**Why does stretching SiC widen its band gap while the gap at Γ collapses?**

I have PBEsol and G0W0 results for wurtzite SiC at six volumes, with the cell shape fixed.

G0W0 calculations with Yambo 5.3.0 on Quantum ESPRESSO PBEsol states for wurtzite SiC, with PseudoDojo 0.4.1 potentials, a 1116 eV wavefunction cutoff and no spin–orbit coupling. The gap on scf mesh is the PBEsol gap on a 12 × 12 × 6 k-mesh; the qp gaps are G0W0 values from a 3 × 3 × 4 mesh, with a plasmon-pole model, 158 bands and a 12 Ry screening cutoff.

| volume (Å³/atom) | c/a | shortest distance (Å) | gap on scf mesh (eV) | qp gap (eV) | qp direct gap (eV) | qp gap at gamma (eV) |
| --- | --- | --- | --- | --- | --- | --- |
| 9.100 | 1.6411 | 1.790 | 1.925 | 2.844 | 5.827 | 6.745 |
| 9.514 | 1.6411 | 1.817 | 2.014 | 2.913 | 5.681 | 6.301 |
| 9.927 | 1.6411 | 1.843 | 2.096 | 2.970 | 5.538 | 5.885 |
| 10.341 | 1.6411 | 1.868 | 2.172 | 3.017 | 5.396 | 5.493 |
| 10.755 | 1.6411 | 1.893 | 2.241 | 3.057 | 5.124 | 5.124 |
| 11.168 | 1.6411 | 1.917 | 2.304 | 3.107 | 4.785 | 4.785 |

I thought longer bonds meant weaker bonding and a smaller gap. The "qp gap at gamma" column does that, dropping from 6.745 to 4.785 eV. Yet the fundamental gap, "qp gap", rises from 2.844 to 3.107 eV. Why do they go opposite ways? And why does "qp direct gap" suddenly fall faster near the end, while the last step of "qp gap" is larger than the one before it?

**Answer**

The two gaps share the same upper valence level but end on different conduction states. In every row the valence top is at Γ, the centre of the Brillouin zone, and the lowest conduction state is at K, a corner of its hexagonal cross-section. A gap is the difference between two levels that both move when the crystal expands. It widens if the upper level comes down less than the lower one.

Your bond picture works at Γ. In the usual description of tetrahedral semiconductors, the valence top there is a bonding state and the lowest conduction state is antibonding. Longer bonds weaken the coupling that separates them, so the two approach each other. The orbital character was not printed for these runs, so this part rests on standard theory; what the numbers show is the steep fall, already 1.8 eV in PBEsol.

At K a different effect probably decides the direction. Squeezing a crystal generally shortens its electron waves and raises their kinetic energy; stretching releases some of that energy. A state built from short waves has more to release than one built from long waves. The conduction edge at K can be built from longer waves than the valence top at Γ, so it should come down less on expansion, and the gap between them should open.

To see which waves are available, imagine the crystal with its potential switched off and fill the plane waves in order of energy. The eight filled bands and the first empty one need nine waves. At Γ, the eighth belongs to a group of six with k² = 16π²/(3a²) = 52.64/a², where k is the wavevector and a the in-plane cell edge. At K, the ninth has k² = 16π²/(9a²) + 4π²/c² = 32.20/a², because the height of the cell is c = 1.6411a.

Now take the first and last rows. Kinetic energy is ħ²k²/2m, with ħ²/2m = 3.81 eV Å², so the valence top has 3.81 × (52.64 − 32.20)/a² = 77.9/a² more of it than the K edge, in eV with a in Å. For a = 2.948 Å this is 8.96 eV; for a = 3.156 Å it is 7.82 eV. The valence top therefore loses about 1.1 eV more than the K edge, and the gap should widen by that amount.

The PBEsol gap does widen, but only by 0.38 eV. The estimate gives the direction and overshoots threefold, which is no surprise for a model without a crystal potential. That potential is what puts the K edge above the valence top in the first place, and its effect also changes with volume. At Γ the model fails: it places the antibonding state in the same group of waves as the valence top and so predicts no shift between them, where PBEsol gives a fall of 1.8 eV. The potential can thus outweigh the kinetic part, which makes the wave picture a likely reason at K, not a proven one.

The next conduction band at K gives a second test. In the wave count the nine long waves are used up there, so this band should be built mainly from shorter ones and approach the valence top on expansion. It does, by 0.77 eV in PBEsol, against an estimated 0.98 eV. Measured from the valence top, two conduction states at the same k-point thus move in opposite directions, as their wavelengths suggest, though weaker bonding could also bring the second one down.

The valence top is a single level in these runs and may be built from a wave along c instead. The estimates then become a widening of 1.48 eV and a fall of 0.65 eV. The signs stay, but the widening is overshot about fourfold.

**Why G0W0 gives a weaker rise**

PBEsol usually makes gaps too small. G0W0 adds a correction, and that correction shrinks from 0.919 eV in the most compressed cell to 0.803 eV in the most expanded one. The calculation splits it into parts. The exchange part of the gap falls by 0.42 eV, while correlation, which narrows the gap, narrows it by 0.25 eV less. The PBEsol potential that these two replace adds a further 0.04 eV in the same direction as correlation, and the sum is then scaled down somewhat. Exchange therefore drives the shrinkage, plausibly because the electrons are spread over a larger volume and their exchange interaction weakens.

**The faster fall of the direct gap**

This is a change of place in the Brillouin zone. Up to 10.341 Å³/atom the smallest direct G0W0 gap lies at the k-point (0, 1/3, 0), where it falls slowly. At 10.755 it is 5.258 eV there but only 5.124 eV at Γ, so the column switches to the steeper Γ curve. The step into that row joins two different transitions and should not be read as a slope. G0W0 levels were computed at only three k-points of a coarse mesh, and at two in the last row, so a smaller direct gap may exist elsewhere.

**The odd last step**

The G0W0 gap grows by 0.050 eV into the last row, after 0.040 eV in the step before, while the PBEsol steps keep shrinking smoothly. The break comes mainly from the correlation energy of the valence top, which drops by 0.062 eV instead of the previous 0.042 eV. Without that excess the last step would be about 0.034 eV, in line with the earlier ones.

That locates the irregularity without explaining it. My guess is a numerical cause. The screening was cut off at a fixed energy, and as the cell grows, whole groups of plane waves slip below that limit at certain volumes, which can make a level jump. With these cell sizes and a limit of 12 Ry, a new group is expected to enter in the last step but none in the two steps before it, which fits the break. The fixed number of bands would more likely cause a smooth drift. Repeating the last two rows with a larger screening cutoff, and nothing else changed, would test this. Until then I would not read physics into that step.

**Using the numbers**

For small changes of volume at fixed cell shape, the average G0W0 slopes are the handiest result. One per cent more volume raises the fundamental gap by about 0.01 eV and lowers the gap at Γ by about 0.1 eV. The opposite signs hold in every step in both PBEsol and G0W0, though G0W0 starts from the PBEsol states and is not an independent check. The absolute G0W0 gaps are less secure, because these runs are not converged in bands, cutoffs and k-mesh.

The output below lists the steps, the parts of the correction and the plane-wave estimates. The wave model has no adjustable constants; the rows serve only to test it.

Printed output of the fit:

```
Steps from row to row and G0W0 correction, eV:
     row  correction  PBEsol gap step  G0W0 gap step  valence-top correlation step  direct gap step  PBEsol gap at Gamma
     9.1       0.919              n/a            n/a                           n/a              n/a                5.711
   9.514       0.899            0.089          0.069                      -0.05321           -0.146                  5.3
   9.927       0.874            0.082          0.057                      -0.04951           -0.143                4.916
  10.341       0.845            0.076          0.047                      -0.04262           -0.142                4.558
  10.755       0.816            0.069           0.04                      -0.04212           -0.272                4.221
  11.168       0.803            0.063           0.05                      -0.06246           -0.339                3.905
PBEsol indirect gap, change first to last row, eV: 0.379
G0W0 indirect gap, change first to last row, eV: 0.263
PBEsol indirect gap, mean slope per unit ln(volume), eV: 1.851
G0W0 indirect gap, mean slope per unit ln(volume), eV: 1.284
PBEsol gap at Gamma, change first to last row, eV: -1.806
G0W0 gap at Gamma, mean slope per unit ln(volume), eV: -9.571
PBEsol second conduction level at K above valence top, change, eV: -0.768
PBEsol highest valence level at K against valence top, change, eV: 0.6178
Empty-lattice change for bands up to 9 at K, eV: 1.143
Empty-lattice change for band 10 at K, eV: -0.9818
Same for bands up to 9 at K, valence top as wave along c, eV: 1.479
Same for band 10 at K, valence top as wave along c, eV: -0.6463
Exchange part of indirect gap, change first to last row, eV: -0.4174
Correlation part of indirect gap, change first to last row, eV: 0.2493
Removed PBEsol potential part, change first to last row, eV: 0.04
Sum of the three parts before renormalisation, change, eV: -0.1281
Gap gained from extra valence-top correlation drop in last step, eV: 0.01614
Last G0W0 gap step without that extra drop, eV: 0.03386
G0W0 direct gap at (0,1/3,0) in row 10.755, eV: 5.258
PBEsol direct gap at (0,1/3,0) in row 10.755, eV: 4.183
```
